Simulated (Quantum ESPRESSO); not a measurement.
Runs of Quantum ESPRESSO 7.5 on AgCl (Chlorargyrite). It takes space group Fm-3m (No. 225, cubic). The conventional cell has a = 5.470 Å, b = 5.470 Å, c = 5.470 Å, α = 90.00°, β = 90.00°, γ = 90.00°. Around Ag (site symmetry m-3m) lie 6 Cl at 2.73 Å. Around Cl (site symmetry m-3m) lie 6 Ag at 2.73 Å. 

```tsv
task	level	potentials or basis	U	cell	k mesh	cutoff (eV)	smearing	start of the occupations	hubbard projectors	form of the LDA correlation	mixing beta	SCF threshold	mesh quality	gap on the mesh (eV)	pressure (GPa)
Hubbard U by linear response	LDA+U	JTH 2.0 LDA	Ag d U = 0.0001 eV	as given	6 × 6 × 6	490	fermi-dirac 0.05 eV	default	ortho-atomic	PW92	0.3	4e-10 Ry	not flagged	(a)	-3.8
phonons	PBEsol	GBRV 1.5 PBEsol	-	relaxed	6 × 6 × 6, shifted	612	fermi-dirac 0.05 eV	-	-	-	0.5	4e-10 Ry	not flagged	-	-0.1
single point	PBE	SG15 PBE 1.2	-	as given	4 × 4 × 4	952	fermi-dirac 0.05 eV	-	-	-	0.5	4e-10 Ry	coarse	0.96	4.3
phonons	PBE	JTH 2.0 PBE	-	relaxed	6 × 6 × 6, shifted	490	fermi-dirac 0.05 eV	-	-	-	0.5	4e-10 Ry	not flagged	-	0.0
```

Alike in all rows: no spin polarisation.

Q: Estimate the missing entries.

A: (a) 0.61.

Caveats: some runs use coarse meshes; the cutoff is low for these files, which shifts pressure and relaxed volume (some runs); this potential file gives levels or pressures that part from those of other sets (some runs).

A k mesh can miss the band edges, and the runs leave out spin-orbit coupling on Ag.

The runs don't all hold the same shells in valence.
